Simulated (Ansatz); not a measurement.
A 6-atom cell of Cu2O started from a crystallographic database, relaxed with r2SCAN: 3 runs in the plane-wave code Ansatz, each a construction of maximally localised Wannier functions. Space group Pn-3m (No. 224), cubic; a = 4.246 Å in the conventional setting, 12.76 Å³ an atom. Cu is surrounded by 2 O at 1.84 Å; O is surrounded by 4 Cu at 1.84 Å. No spin polarisation and no zero-point or thermal motion.

```yaml
crystal:
  lattice:
    - [4.24608, 0.00000, 0.00000]
    - [0.00000, 4.24608, 0.00000]
    - [0.00000, 0.00000, 4.24608]
  atoms:
    - { symbol: Cu, position: [0.25000, 0.25000, 0.25000] }
    - { symbol: Cu, position: [0.25000, 0.75000, 0.75000] }
    - { symbol: Cu, position: [0.75000, 0.75000, 0.25000] }
    - { symbol: Cu, position: [0.75000, 0.25000, 0.75000] }
    - { symbol: O, position: [0.00000, 0.00000, 0.00000] }
    - { symbol: O, position: [0.50000, 0.50000, 0.50000] }
```

Windows count from the top of the filled bands; a dash means that no such window was set (without an outer window there is no disentanglement). Rows marked drawn have settings drawn at random (some not listed).

```
functional  SCF mesh  trial orbitals  functions   mesh    window (eV)  frozen (eV)  settings  Ω total (Å²)  Ω invariant (Å²)  largest spread (Å²)  least projectability  interpolation miss of the model's filled bands (eV, to the nearest computed level)
    r2SCAN     6×6×6        O s, O p          8  4×4×4              –            –    chosen          8.77              7.88                 1.10                  0.53                                                                               0.110
       PBE     6×6×6       Cu d, O p         26  4×4×4  -27.6 to +9.7            –     drawn         11.28             11.16                 0.66                  0.84                                                                               0.867
```

Q: Estimate from these rows what the further settings give.
```
functional  SCF mesh  trial orbitals  functions   mesh  window (eV)  frozen (eV)  settings
    r2SCAN     6×6×6             O p          6  4×4×4            –            –    chosen
```

A:
```tsv
functional	SCF mesh	trial orbitals	functions	mesh	window (eV)	frozen (eV)	settings	Ω total (Å²)	Ω invariant (Å²)	largest spread (Å²)	least projectability	interpolation miss of the model's filled bands (eV, to the nearest computed level)
r2SCAN	6×6×6	O p	6	4×4×4	–	–	chosen	8.63	8.58	1.44	0.53	0.113
```
